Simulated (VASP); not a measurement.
Level of theory: PW91 GGA, VASP's PBE PAW potentials (set 64) (plane waves; VASP 6.6.1).

VASP ran on this input.

### INCAR
```
! general
SYSTEM = CaF2
PREC   = Accurate
ENCUT  = 520
LREAL  = .False.
LASPH  = .True.

! electronic loop
EDIFF  = 1E-7
NELM   = 100
ALGO   = Normal

! smearing
ISMEAR = 0
SIGMA  = 0.05

! functional
GGA    = 91

! ions
ISIF   = 2

! output
LWAVE  = .False.
LCHARG = .False.
```

File KPOINTS:
```
Automatic mesh
0
Gamma
7 7 7
0 0 0
```

File POSCAR:
```
CaF2
1
    0.0000000000     2.7524854476     2.7524854476
    2.7524854476     0.0000000000     2.7524854476
    2.7524854476     2.7524854476     0.0000000000
Ca F
1 2
Direct
  1.0000000000   0.0000000000   1.0000000000
  0.2500000000   0.2500000000   0.2500000000
  0.7500000000   0.7500000000   0.7500000000
```

POTCAR, in this order: Ca_sv F (PBE.64 set). Program: vasp_std.

What VASP printed:

### OUTCAR
```
 ion  position               nearest neighbor table
   1  0.000  0.000  0.000-   3 2.38   3 2.38   3 2.38   2 2.38   3 2.38   2 2.38   2 2.38   2 2.38
  LATTYP: Found a face centered cubic cell.
 ALAT       =     5.5049708952
 Subroutine PRICEL returns:
 Original cell was already a primitive cell.
 Subroutine GETGRP returns: Found 48 space group operations
The static configuration has the point symmetry O_h .
The dynamic configuration has the point symmetry O_h .
 Subroutine INISYM returns: Found 48 space group operations
 Subroutine IBZKPT returns following result:
 Found     20 irreducible k-points:

 Following reciprocal coordinates:
            Coordinates               Weight
  0.000000  0.000000  0.000000      1.000000
  0.142857  0.000000  0.000000      8.000000
  0.285714  0.000000  0.000000      8.000000
  0.428571  0.000000  0.000000      8.000000
  0.142857  0.142857  0.000000      6.000000
  0.285714  0.142857  0.000000     24.000000
  0.428571  0.142857  0.000000     24.000000
 -0.428571  0.142857  0.000000     24.000000
 -0.285714  0.142857  0.000000     24.000000
 -0.142857  0.142857  0.000000     12.000000
  0.285714  0.285714  0.000000      6.000000
  0.428571  0.285714  0.000000     24.000000
 -0.428571  0.285714  0.000000     24.000000
 -0.285714  0.285714  0.000000     12.000000
  0.428571  0.428571  0.000000      6.000000
 -0.428571  0.428571  0.000000     12.000000
  0.428571  0.285714  0.142857     24.000000
 -0.428571  0.285714  0.142857     48.000000
 -0.428571  0.428571  0.142857     24.000000
 -0.285714  0.428571  0.142857     24.000000
   k-points           NKPTS =     20   k-points in BZ     NKDIM =     20   number of bands    NBANDS=     16
   number of dos      NEDOS =    301   number of ions     NIONS =      3
   total plane-waves  NPLWV =  27000
   dimension x,y,z NGX =    30 NGY =   30 NGZ =   30
   dimension x,y,z NGXF=    60 NGYF=   60 NGZF=   60
   ions per type =               1   2
   PREC   = accura    normal or accurate (medium, high low for compatibility)
   ISTART =      0    job   : 0-new  1-cont  2-samecut
   ICHARG =      2    charge: 1-file 2-atom 10-const
   ISPIN  =      1    spin polarized calculation?
   LNONCOLLINEAR =      F non collinear calculations
   LSORBIT =      F    spin-orbit coupling
   INIWAV =      1    electr: 0-lowe 1-rand  2-diag
   ENCUT  =  520.0 eV  38.22 Ry    6.18 a.u.   7.24  7.24  7.24*2*pi/ulx,y,z
   NELM   =    100;   NELMIN=  2; NELMDL= -5     # of ELM steps
   EDIFF  = 0.1E-06   stopping-criterion for ELM
   LREAL  =      F    real-space projection
   NLSPLINE    = F    spline interpolate recip. space projectors
   LMAXMIX     =    2 max onsite mixed and CHGCAR
   VOSKOWN=      0    Vosko Wilk Nusair interpolation
   EDIFFG = 0.1E-05   stopping-criterion for IOM
   NSW    =      0    number of steps for IOM
   NBLOCK =      1;   KBLOCK =      1    inner block; outer block
   IBRION =     -1    ionic relax: 0-MD 1-quasi-New 2-CG
   NFREE  =      0    steps in history (QN), initial steepest desc. (CG)
   ISIF   =      2    stress and relaxation
   ISYM   =      2    0-nonsym 1-usesym 2-fastsym
   TEIN   =    0.0    initial temperature
   TEBEG  =    0.0;   TEEND  =   0.0 temperature during run
   SMASS  =  -3.00    Nose mass-parameter (am)
   PSTRESS=    0.0 pullay stress
   NELECT =      24.0000    total number of electrons
   EFERMI =   0.00;   METHOD = LEGACY
   ISMEAR =     0;   SIGMA  =   0.05  broadening in eV -4-tet -1-fermi 0-gaus
   IALGO  =     38    algorithm
   LDIAG  =      T    sub-space diagonalisation (order eigenvalues)
   IMIX   =      4    mixing-type and parameters
     AMIX     =   0.40;   BMIX     =  1.00
     AMIX_MAG =   1.60;   BMIX_MAG =  1.00
     AMIN     =   0.10
...
```

File OSZICAR:
```
       N       E                     dE             d eps       ncg     rms          rms(c)
DAV:   1     0.222244634001E+03    0.22224E+03   -0.13938E+04   640   0.152E+03
DAV:   2    -0.972965654570E+01   -0.23197E+03   -0.22752E+03   816   0.385E+02
DAV:   3    -0.185863013451E+02   -0.88566E+01   -0.88490E+01   752   0.869E+01
DAV:   4    -0.189002488564E+02   -0.31395E+00   -0.31387E+00  1064   0.122E+01
DAV:   5    -0.189024395740E+02   -0.21907E-02   -0.21907E-02   736   0.107E+00    0.816E+00
DAV:   6    -0.175073355523E+02    0.13951E+01   -0.76689E+00   680   0.194E+01    0.312E+00
DAV:   7    -0.175073514761E+02   -0.15924E-04   -0.19141E-01   824   0.401E+00    0.167E+00
DAV:   8    -0.175234281740E+02   -0.16077E-01   -0.34016E-02   832   0.228E+00    0.194E-01
DAV:   9    -0.175280055645E+02   -0.45774E-02   -0.87405E-03   816   0.728E-01    0.138E-01
DAV:  10    -0.175289438773E+02   -0.93831E-03   -0.16732E-03   768   0.300E-01    0.335E-02
DAV:  11    -0.175289544513E+02   -0.10574E-04   -0.11050E-04   872   0.917E-02    0.163E-02
DAV:  12    -0.175289625190E+02   -0.80677E-05   -0.26417E-05   792   0.478E-02    0.358E-03
DAV:  13    -0.175289629601E+02   -0.44116E-06   -0.50100E-06   968   0.180E-02    0.427E-03
DAV:  14    -0.175289625130E+02    0.44710E-06   -0.11126E-06   864   0.108E-02    0.620E-04
DAV:  15    -0.175289625242E+02   -0.11182E-07   -0.54874E-08   560   0.238E-03
   1 F= -.17528963E+02 E0= -.17528963E+02  d E =-.696724E-20
```

OUTCAR:
```
------------------------ aborting loop because EDIFF is reached ----------------------------------------
  FORCE on cell =-STRESS in cart. coord.  units (eV):
  Direction    XX          YY          ZZ          XY          YZ          ZX
  --------------------------------------------------------------------------------------
  Total       -0.0129006     -0.0129006     -0.0129006      0.0000000      0.0000000     -0.0000000
  in kB       -0.4955819     -0.4955819     -0.4955819      0.0000000      0.0000000     -0.0000000
  external PRESSURE =      -0.4955819 kB  Pullay stress =       0.0000000 kB
  volume of cell :       41.71
      direct lattice vectors                 reciprocal lattice vectors
     0.000000000  2.752485448  2.752485448    -0.181654003  0.181654003  0.181654003
     2.752485448  0.000000000  2.752485448     0.181654003 -0.181654003  0.181654003
     2.752485448  2.752485448  0.000000000     0.181654003  0.181654003 -0.181654003
 POSITION                                       TOTAL-FORCE (eV/Angst)
 -----------------------------------------------------------------------------------
      0.00000      0.00000      0.00000         0.000000      0.000000      0.000000
      1.37624      1.37624      1.37624        -0.000000     -0.000000     -0.000000
      4.12873      4.12873      4.12873         0.000000      0.000000      0.000000
 -----------------------------------------------------------------------------------
    total drift:                                0.000000     -0.000000      0.000000
  FREE ENERGIE OF THE ION-ELECTRON SYSTEM (eV)
  ---------------------------------------------------
  free  energy   TOTEN  =       -17.5289625242 eV

  energy  without entropy=      -17.5289625242  energy(sigma->0) =      -17.52896252
```
(Selected blocks of OUTCAR.)

The compound is CaF2 in the fluorite structure. It was relaxed first.
